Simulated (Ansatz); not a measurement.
**Point defect: Zr interstitial in ZrS$_{2}$**

The calculation used Ansatz, DFT PBE, scalar-relativistic, plane waves, PAW. Run with 420 eV cutoff, 2×2×2 k-mesh, shifted by half a step, Gaussian smearing of 0.01 eV, collinear spin in charge +1, +3 alone.

Host crystal, relaxed:

```cif
data_structure
_symmetry_space_group_name_H-M 'P 1'
_symmetry_Int_Tables_number 1
_cell_length_a 3.6852
_cell_length_b 3.6852
_cell_length_c 6.7579
_cell_angle_alpha 90.000
_cell_angle_beta 90.000
_cell_angle_gamma 120.000
_cell_volume 79.48
loop_
_atom_site_label
_atom_site_type_symbol
_atom_site_fract_x
_atom_site_fract_y
_atom_site_fract_z
_atom_site_occupancy
Zr1 Zr 0.00000 0.00000 0.00000 1
S1 S 0.66667 0.33333 0.78568 1
S2 S 0.33333 0.66667 0.21432 1
```

Supercell of 27 atoms, rows in host cell vectors: 2 1 1; -1 1 1; -1 -2 1. Atoms relax at the host's cell from a start displaced at random by 0.06 Å near the defect, so other minima may exist. The cell is small, so energies carry finite-size errors of tenths of an eV. The host's Kohn–Sham gap is 1.14 eV. Atoms are taken from and returned to the elements' standard states. Charged cells are corrected for image charges with the computed static dielectric tensor (mean 36.6) and aligned with the host's potential at far atoms (alignment terms reach 0.98 eV; the program doubts the alignment in some charges, where it is up to 0.98 eV). No band-filling term is added, and the Fermi level counts from the host's valence band top.

Starting moments were lost in some runs.

Defect: Zr interstitial at (0.000, 0.000, 0.500) of the host cell.

(1) What is the formation energy of the neutral defect?

(2) Does the neutral defect carry a moment, and how do its surroundings relax?

(3) Charges +3, +2, +1, 0 were computed. Which is stable where in the gap?

## Answers

(1) -1.23 eV.

(2) The neutral run had no spin polarisation, so a moment wasn't tested. The nearest neighbours before are 6 S at 2.87 Å, 2 Zr at 3.38 Å; after relaxation the atoms near the site are 3 S at 2.73 Å, 3 S at 2.74 Å, 1 Zr at 3.27 Å, 1 Zr at 3.30 Å; the largest move is 0.20 Å.

(3) Among the charges computed the stable one is +3 at the valence band top and stays so across the gap. In charge +2, +1, 0 the extra carrier would gain by moving to a band edge of the host, so it isn't bound in the gap, though by less than the errors named above. In charge +3, +1, 0 the cell has partly filled bands: a level of the defect may be part filled, the carrier may sit in the host's bands, or levels may cross between the k points, so transitions that involve it are doubtful. Other sites of the defect weren't tried. Levels between neighbouring charges: (+3/+2) 1.30 eV, (+2/+1) 1.25 eV, (+1/0) 1.23 eV.